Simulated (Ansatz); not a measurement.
**Ni: relaxation of cell and atoms with PBE**

Crystal: Ni.

```
Ni
1.0
     0.00000    1.73757    1.73757
     1.73757    0.00000    1.73757
     1.73757    1.73757    0.00000
Ni
1
Direct
  0.00000 0.00000 0.00000
```

```json
{
 "Program": "Ansatz 0.2.0",
 "Task": "relaxation of cell and atoms",
 "Functional": "PBE",
 "Potentials or basis": "Ansatz PAW",
 "Cutoff": "420 eV (not typed: the program's choice for these potentials)",
 "k mesh": "13 × 13 × 13",
 "Occupations": "fermi-dirac, width 0.05 eV",
 "Spin": "collinear spin, ferromagnetic start",
 "Starting moments": "[1.0] μB"
}
```

```
Relaxed volume                         : 10.89 Å³/atom
Relaxed cell                           : a = 2.488 Å, b = 2.488 Å, c = 2.488 Å, α = 60.00°, β = 60.00°, γ = 60.00°
Space group after relaxing (to 0.05 Å) : Fm-3m (No. 225)
Energy gained by relaxing              : 9.6 meV/atom
Ionic steps                            : 5
Pressure after relaxing                : 0.0 GPa
Net moment                             : 0.63 μB per cell
Absolute moment                        : 0.72 μB per cell
Site moments                           : Ni +0.67 μB
```

The path:
| step | energy change (eV) | largest force (eV/Å) | volume (Å³) |
| --- | --- | --- | --- |
| 1 | 0.0000 | 0.0000 | 10.49 |
| 2 | -0.0069 | 0.0000 | 10.68 |
| 3 | -0.0095 | 0.0000 | 10.87 |
| 4 | -0.0095 | 0.0000 | 10.89 |
| 5 | -0.0096 | 0.0000 | 10.89 |

Final structure:
```xyz
1
Lattice="0.0000 1.7591 1.7591 1.7591 0.0000 1.7591 1.7591 1.7591 0.0000" Properties=species:S:1:pos:R:3 pbc="T T T"
Ni    0.0000    0.0000    0.0000
```

Wall time 6.8 s on 2 threads of Arm Neoverse V1, on a shared host, peak memory 0.28 GiB.

Caveat: the plane-wave basis is chosen anew once the cell has moved, so the energies of steps on either side of that aren't comparable.
